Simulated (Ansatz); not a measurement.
# Ru under changes of volume

One of the cells (13.575 Å³/atom); the others are scaled copies at fixed shape and fractional positions:

```xyz
2
Lattice="2.7058 0.0000 0.0000 -1.3529 2.3433 0.0000 0.0000 0.0000 4.2819" Properties=species:S:1:pos:R:3 pbc="T T T"
Ru    1.3529    0.7811    3.2114
Ru    0.0000    1.5622    1.0705
```

- Program: Ansatz 0.2.0
- Functional: BHLYP
- Potentials or basis: Ansatz PAW
- Cutoff: 420 eV (not typed: the program's choice for these potentials)
- k mesh: 6 × 6 × 3
- Occupations: fermi-dirac, width 0.05 eV
- Spin: no spin polarisation

```tsv
volume (Å³/atom)	energy over the lowest point (meV/atom)	pressure (GPa)
12.760	25.17	16.3
13.032	?	?
13.303	0.00	-0.8
13.575	7.45	-7.9
13.846	26.28	-14.2
14.118	55.18	-19.8
14.389	93.04	-24.8
```

Task: What does the run at 13.032 Å³/atom give?

Result: Energy over the lowest point 5.37 meV/atom; pressure 7.3 GPa.

Worked out: A Birch-Murnaghan fit of order 3 (a polynomial in V^(-2/3)) to the other rows has its minimum at 13.28 Å³/atom with B0 = V·E''(V) = 373 GPa and B' = 4.8 at fixed shape and positions, which overstates the stiffness. It gives 5.35 meV/atom at 13.032 Å³/atom, against the run's 5.37, and -dE/dV = 7.2 GPa, against 7.3.

Energies are extrapolated to zero smearing.

Caveats: all runs use coarse meshes; the PAW data sets come from PBE, with cores solved anew for the run's functional, which leaves a small shift of forces and pressure; the thresholds are loose for stress.
